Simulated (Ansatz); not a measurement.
Wanted: the native input for an Ansatz 0.2.0 run.

- Task: relaxation of cell and atoms
- Functional: BLYP
- Dispersion: D3(BJ)
- Potentials or basis: Ansatz PAW
- Cutoff: 420 eV (not typed: the program's choice for these potentials)
- k mesh: 12 × 12 × 4
- Occupations: fermi-dirac, width 0.05 eV
- Spin: no spin polarisation

The system is BN.

```xyz
4
Lattice="2.4982 0.0000 0.0000 -1.2491 2.1635 0.0000 0.0000 0.0000 6.6357" Properties=species:S:1:pos:R:3 pbc="T T T"
N     1.2491    0.7212    1.6589
N     0.0000    1.4424    4.9768
B     1.2491    0.7212    4.9768
B     0.0000    1.4424    1.6589
```

The input as run:

input.yaml

```yaml
crystal:
  lattice:
    - [2.49824, 0.0, 0.0]
    - [-1.24912, 2.1635393048, 0.0]
    - [0.0, 0.0, 6.6357]
  atoms:
    - { symbol: "N", position: [0.6666666667, 0.3333333333, 0.25] }
    - { symbol: "N", position: [0.3333333333, 0.6666666667, 0.75] }
    - { symbol: B, position: [0.6666666667, 0.3333333333, 0.75] }
    - { symbol: B, position: [0.3333333333, 0.6666666667, 0.25] }
hamiltonian:
  xc: blyp
  pseudopotentials: { kind: paw }
  dispersion: d3bj
kpoints:
  mp_grid: { grid: [12, 12, 4] }
scf:
  occupations: { method: fermi_dirac, width: 0.05 }
output:
  forces: true
  stress: true
relax:
  f_tol: 0.01
  max_steps: 40
  cell: { stress_tol: 0.05 }
```

Potentials or basis: Ansatz PAW.

The run is started by

```bash
$ ansatz run input.yaml --threads 2 --pin off --max-ram 5632MiB --backend cpu --events-out ev --progress --plain --runs-dir out
```

Results of the run:

| Quantity | Value |
| --- | --- |
| Relaxed volume | 8.72 Å³/atom |
| Relaxed cell | a = 2.506 Å, b = 2.506 Å, c = 6.415 Å, α = 90.00°, β = 90.00°, γ = 120.00° |
| Space group after relaxing (to 0.05 Å) | P6_3/mmc (No. 194) |
| Energy gained by relaxing | 2.0 meV/atom |
| Ionic steps | 9 |
| Pressure after relaxing | 0.0 GPa |
| Band gap on the k mesh | 4.27 eV |

Caveat: the plane-wave basis is chosen anew once the cell has moved, so the energies of steps on either side of that aren't comparable; the pressure holds a Pulay correction of +0.7 GPa for the finite cutoff; the PAW data sets come from PBE, with cores solved anew for the run's functional, which leaves a small shift of forces and pressure.

Run time: 30 s on 2 threads of Intel(R) Xeon(R) Processor @ 2.50GHz (Skylake/Cascade Lake) (shared host), peak memory 0.34 GiB.
